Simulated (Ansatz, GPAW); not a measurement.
Li: programs and potentials compared

```
Li
1.0
    -1.75465    1.75465    1.75465
     1.75465   -1.75465    1.75465
     1.75465    1.75465   -1.75465
Li
1
Direct
  0.00000 0.00000 0.00000
```

Alike in all runs: task single point; functional PBE; k mesh 11 × 11 × 11; occupations gaussian, width 0.011 eV; no spin polarisation; no spin-orbit coupling. Pressure is positive in compression and, in plane waves, holds the error of the finite cutoff, which Ansatz's Pulay term estimates and takes out.

```csv
program and potentials,plane-wave cutoff (eV),notes,pressure (GPa)
"Ansatz, Ansatz PAW",420,3 valence electrons an atom on average,-0.81
"GPAW, GPAW PAW data sets (gpaw-data 1.2.1)",800,1 valence electrons an atom on average,?
"Ansatz, all-electron LAPW, scalar-relativistic",-,-,-0.80
```

Estimate from the other rows what the run with GPAW, GPAW PAW data sets (gpaw-data 1.2.1) gave.

Pressure -0.79 GPa. The other rows, which needn't bracket it: pressure -0.81 to -0.80.
